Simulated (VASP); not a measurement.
# P (Cmce) in VASP: a series of runs, part 2 of 2

VASP 6.6.1.

### 3 Relaxation of cell and atoms, PBE+D3(BJ)

This run uses another cell than the first one, of 17.67 Å³/atom, 0.928 times its volume.

INCAR reads:

```
PREC = Accurate
ENCUT = 600
EDIFF = 1E-7
ISMEAR = 1
SIGMA = 0.1
LREAL = F
LASPH = T
NELM = 80
ALGO = Normal
ISIF = 3
LWAVE = F
LCHARG = F
GGA = PE
IVDW = 12
IBRION = 2
NSW = 90
EDIFFG = -0.005
KPAR = 2
```

KPOINTS reads:

```
regular mesh
0
Gamma
  12 12 8
```

POSCAR reads:

```
P                                       
1.0
    1.6575125882     -5.0966543116      0.0000000000
    1.6575125882      5.0966543116     -0.0000000000
    0.0000000000      0.0000000000      4.1832637881
  P             
     4
Direct
     0.8939185795774280    0.1060814204225718    0.0730563646052465
     0.6060814204225720    0.3939185795774283    0.5730563646052466
     0.1060814204225718    0.8939185795774280    0.9269436353947534
     0.3939185795774283    0.6060814204225720    0.4269436353947536
```

Potentials or basis: VASP PAW PBE potentials, release 64 (P).

Command:

```sh
$ cat potpaw_PBE.64/P/POTCAR > POTCAR
$ mpirun -np 2 vasp_std > vasp.out
```

OUTCAR:

```text
PREC = Accurate
   ENCUT = 600
   EDIFF = 1E-7
   ISMEAR = 1
   LREAL = F
   LASPH = T
   NELM = 80
   ISIF = 3
   GGA = PE
   IVDW = 12
   IBRION = 2
   NSW = 90
   EDIFFG = -0.005
 IVDW          = 12

 ion  position               nearest neighbor table
   1  0.894  0.106  0.073-   4 2.22   4 2.22   3 2.25
   2  0.606  0.394  0.573-   3 2.22   3 2.22   4 2.25
   3  0.106  0.894  0.927-   2 2.22   2 2.22   1 2.25
   4  0.394  0.606  0.427-   1 2.22   1 2.22   2 2.25

  LATTYP: Found a base centered orthorhombic cell.
 ALAT       =     3.3150251764
 B/A-ratio  =     3.0748812093
 C/A-ratio  =     1.2619101109

  Lattice vectors:

 A1 = (   1.6575125882,  -5.0966543116,   0.0000000000)
 A2 = (   1.6575125882,   5.0966543116,   0.0000000000)
 A3 = (   0.0000000000,   0.0000000000,   4.1832637881)

Analysis of symmetry for initial positions (statically):
=====================================================================
 Subroutine PRICEL returns:
 Original cell was already a primitive cell.

 Routine SETGRP: Setting up the symmetry group for a
 base centered orthorhombic supercell.

 Subroutine GETGRP returns: Found  8 space group operations
 (whereof  4 operations were pure point group operations)
 out of a pool of  8 trial point group operations.

The static configuration has the point symmetry C_2h.
 The point group associated with its full space group is D_2h.

Analysis of symmetry for dynamics (positions and initial velocities):
=====================================================================
 Subroutine PRICEL returns:
 Original cell was already a primitive cell.

 Routine SETGRP: Setting up the symmetry group for a
 base centered orthorhombic supercell.

 Subroutine GETGRP returns: Found  8 space group operations
 (whereof  4 operations were pure point group operations)
 out of a pool of  8 trial point group operations.

The dynamic configuration has the point symmetry C_2h.
 The point group associated with its full space group is D_2h.

 Subroutine INISYM returns: Found  8 space group operations
 (whereof  4 operations are pure point group operations),
 and found     1 'primitive' translations

----------------------------------------------------------------------------------------

                                     Primitive cell

  volume of cell :      70.6785

  direct lattice vectors                    reciprocal lattice vectors
     1.657512588 -5.096654312  0.000000000     0.301656834 -0.098103573  0.000000000
     1.657512588  5.096654312  0.000000000     0.301656834  0.098103573  0.000000000
     0.000000000  0.000000000  4.183263788     0.000000000  0.000000000  0.239047799

  length of vectors
     5.359406045  5.359406045  4.183263788     0.317208381  0.317208381  0.239047799

  position of ions in fractional coordinates (direct lattice)
     0.893918580  0.106081420  0.073056365
     0.606081420  0.393918580  0.573056365
     0.106081420  0.893918580  0.926943635
     0.393918580  0.606081420  0.426943635

  ion indices of the primitive-cell ions
   primitive index   ion index
                 1           1
                 2           2
                 3           3
                 4           4

----------------------------------------------------------------------------------------

 KPOINTS: regular mesh

Automatic generation of k-mesh.
 Grid dimensions read from file:
 generate k-points for:   12   12    8

 Generating k-lattice:

  Cartesian coordinates                     Fractional coordinates (reciprocal lattice)
     0.025138070 -0.008175298  0.000000000     0.083333333 -0.000000000  0.000000000
     0.025138070  0.008175298  0.000000000    -0.000000000  0.083333333  0.000000000
     0.000000000  0.000000000  0.029880975     0.000000000  0.000000000  0.125000000

  Length of vectors
     0.026434032  0.026434032  0.029880975

  Shift w.r.t. Gamma in fractional coordinates (k-lattice)
     0.000000000  0.000000000  0.000000000

 Subroutine IBZKPT returns following result:
 ===========================================

 Found    215 irreducible k-points:

 Following reciprocal coordinates:
            Coordinates               Weight
  0.000000  0.000000  0.000000      1.000000
  0.083333  0.000000  0.000000      4.000000
  0.166667  0.000000  0.000000      4.000000
  0.250000  0.000000  0.000000      4.000000
  0.333333  0.000000  0.000000      4.000000
  0.416667  0.000000  0.000000      4.000000
[... 16 lines left out ...]
  0.500000  0.166667  0.000000      4.000000
 -0.416667  0.166667  0.000000      4.000000
 [... further k-points ...]
   k-points           NKPTS =    215   k-points in BZ     NKDIM =    215   number of bands    NBANDS=     14
   number of dos      NEDOS =    301   number of ions     NIONS =      4
   total plane-waves  NPLWV =  82944
   dimension x,y,z NGX =    48 NGY =   48 NGZ =   36
   dimension x,y,z NGXF=    96 NGYF=   96 NGZF=   72
   ions per type =               4
   NGX,Y,Z   is equivalent  to a cutoff of  14.89, 14.89, 14.31 a.u.
   NGXF,Y,Z  is equivalent  to a cutoff of  29.78, 29.78, 28.61 a.u.
 SYSTEM =  unknown system
   PREC   = accura    normal or accurate (medium, high low for compatibility)
   ISTART =      0    job   : 0-new  1-cont  2-samecut
   ICHARG =      2    charge: 1-file 2-atom 10-const
   ISPIN  =      1    spin polarized calculation?
   LNONCOLLINEAR =      F non collinear calculations
   LSORBIT =      F    spin-orbit coupling
   LASPH  =      T    aspherical Exc in radial PAW
   ENCUT  =  600.0 eV  44.10 Ry    6.64 a.u.  10.70 10.70  8.36*2*pi/ulx,y,z
   NELM   =     80;   NELMIN=  2; NELMDL= -5     # of ELM steps
   EDIFF  = 0.1E-06   stopping-criterion for ELM
   LREAL  =      F    real-space projection
   EDIFFG = -.5E-02   stopping-criterion for IOM
   NSW    =     90    number of steps for IOM
   IBRION =      2    ionic relax: 0-MD 1-quasi-New 2-CG
   NFREE  =      1    steps in history (QN), initial steepest desc. (CG)
   ISIF   =      3    stress and relaxation
   ISYM   =      2    0-nonsym 1-usesym 2-fastsym
   POTIM  = 0.5000    time-step for ionic-motion
   TEBEG  =    0.0;   TEEND  =   0.0 temperature during run
   PSTRESS=    0.0 pullay stress
   NELECT =      20.0000    total number of electrons
   NUPDOWN=      -1.0000    fix difference up-down
   EMIN   =  10.00;   EMAX   =-10.00  energy-range for DOS
   EFERMI =   0.00;   METHOD = LEGACY
   ISMEAR =     1;   SIGMA  =   0.10  broadening in eV -4-tet -1-fermi 0-gaus
   EFERMI_NEDOS =   21; number of points for ismear=-14 and -15
   IALGO  =     38    algorithm
   IMIX   =      4    mixing-type and parameters
     AMIX     =   0.40;   BMIX     =  1.00
     AMIX_MAG =   1.60;   BMIX_MAG =  1.00
  volume/ion in A,a.u.               =      17.67       119.24
  Fermi-wavevector in a.u.,A,eV,Ry     =   1.074787  2.031053 15.717003  1.155167
  Thomas-Fermi vector in A             =   2.210625
   LORBIT       =      0    0 simple, 1 ext, 2 COOP (PROOUT), +10 PAW based schemes
   GGA     = PE    functional components
   LHFCALC =     F    Hartree Fock is set to
   AEXX    =    0.0000 exact exchange contribution
   IVDW    =    12    specifies the selected vdW correction
   LEPSILON=     F    determine dielectric tensor
   LRPA    =     F    only Hartree local field effects (RPA)
 conjugate gradient relaxation of ions
 non-spin polarized calculation
 Methfessel and Paxton  Order N= 1 SIGMA  =   0.10
  energy-cutoff  :      600.00
  volume of cell :       70.68
 maximum number of plane-waves:      2391
 NGX is ok and might be reduce to    48
   NGX = 21   NGY = 21   NGZ = 17

--------------------------------------- Ionic step        1  -------------------------------------------

 number of electron      20.0000000 magnetization

 Free energy of the ion-electron system (eV)
  ---------------------------------------------------
  ext. energy  EPLUGINS =         0.00000000
  ---------------------------------------------------
  free energy    TOTEN  =       -21.38071211 eV

  energy without entropy =      -21.38058948  energy(sigma->0) =      -21.38067124

------------------------ aborting loop because EDIFF is reached ----------------------------------------

 Edisp (eV)   -1.58858

 E8    (eV) :    -0.6015
[... 75 lines left out ...]
--------------------------------------- Ionic step        3  -------------------------------------------

 number of electron      20.0000000 magnetization

 Free energy of the ion-electron system (eV)
  ---------------------------------------------------
  ext. energy  EPLUGINS =         0.00000000
  ---------------------------------------------------
  free energy    TOTEN  =       -21.37976967 eV

  energy without entropy =      -21.37964706  energy(sigma->0) =      -21.37972880

 E-fermi :   7.4279     XC(G=0): -10.2518

 val. band max:        7.4227045710   @ k =  -0.3333   0.3333   0.0000
 cond. band min:       7.4513499524   @ k =  -0.4167   0.4167   0.0000
 fundamental gap:      0.0286453814
 Fermi energy:         7.4278594416

 k-point     1 :       0.0000    0.0000    0.0000
  band No.  band energies     occupation
      1      -8.6358      2.00000
      2      -5.3004      2.00000
      3      -1.8016      2.00000
      4       0.0930      2.00000
      5       2.2863      2.00000
      6       3.1175      2.00000
      7       3.3140      2.00000
      8       4.5133      2.00000
      9       4.7371      2.00000
     10       6.0005      2.00000
     11       8.3803     -0.00000
     12       8.6308     -0.00000
     13       9.2968     -0.00000
     14      10.8199      0.00000
[... 377 lines left out ...]
      1      -7.6951      2.00000
      2      -5.0796      2.00000
      3      -2.7946      2.00000
      4       0.7066      2.00000
      5       1.4196      2.00000
      6       1.8836      2.00000
      7       2.9272      2.00000
      8       3.9817      2.00000
      9       5.0219      2.00000
     10       6.3560      2.00000
     11       7.9222     -0.00000
     12       9.1481     -0.00000
     13      10.1366      0.00000
     14      10.8488      0.00000

 [... further k-points ...]

------------------------ aborting loop because EDIFF is reached ----------------------------------------

 Edisp (eV)   -1.58953

 E8    (eV) :    -0.6019
[... 27 lines left out ...]
  FREE ENERGIE OF THE ION-ELECTRON SYSTEM (eV)
  ---------------------------------------------------
  free  energy   TOTEN  =       -22.9693014136 eV

  energy  without entropy=      -22.9691788089  energy(sigma->0) =      -22.96926055

 reached required accuracy - stopping structural energy minimisation
```

It took 3.4 min on 2 MPI ranks of Intel Xeon Platinum 8559C (Emerald Rapids), shared host; peak memory 0.4 GiB.

Results:

```yaml
Free_energy: -22.9693 eV
Relaxed_volume: 17.66 Å³/atom
Relaxed_cell: a = 5.358 Å, b = 5.358 Å, c = 4.182 Å, α = 90.00°, β = 90.00°, γ = 143.97°
Space_group_after_relaxing_to_0.05_Å: Cmce (No. 64)
Energy_gained_by_relaxing: 0.0 meV/atom
Ionic_steps: 3
Pressure_after_relaxing: 0.0 GPa
Largest_force_after_relaxing: 0.004 eV/Å
Band_gap_on_the_k_mesh: none (metal or under the smearing width)
Dispersion_energy_per_atom: -0.397 eV
```

Forces in eV/Å, atoms in the order of the input:
```
P    0.000  0.001 -0.004
P    0.000 -0.001 -0.004
P    0.000 -0.001  0.004
P    0.000  0.001  0.004
```

Final structure:
```yaml
crystal:
  lattice:
    - [1.65725, -5.09556, 0.00000]
    - [1.65725, 5.09556, 0.00000]
    - [0.00000, 0.00000, 4.18233]
  atoms:
    - { symbol: P, position: [0.89395, 0.10605, 0.07301] }
    - { symbol: P, position: [0.60605, 0.39395, 0.57301] }
    - { symbol: P, position: [0.10605, 0.89395, 0.92699] }
    - { symbol: P, position: [0.39395, 0.60605, 0.42699] }
```

Caveat: pairwise dispersion overbinds metals, which lowers pressure and volume.
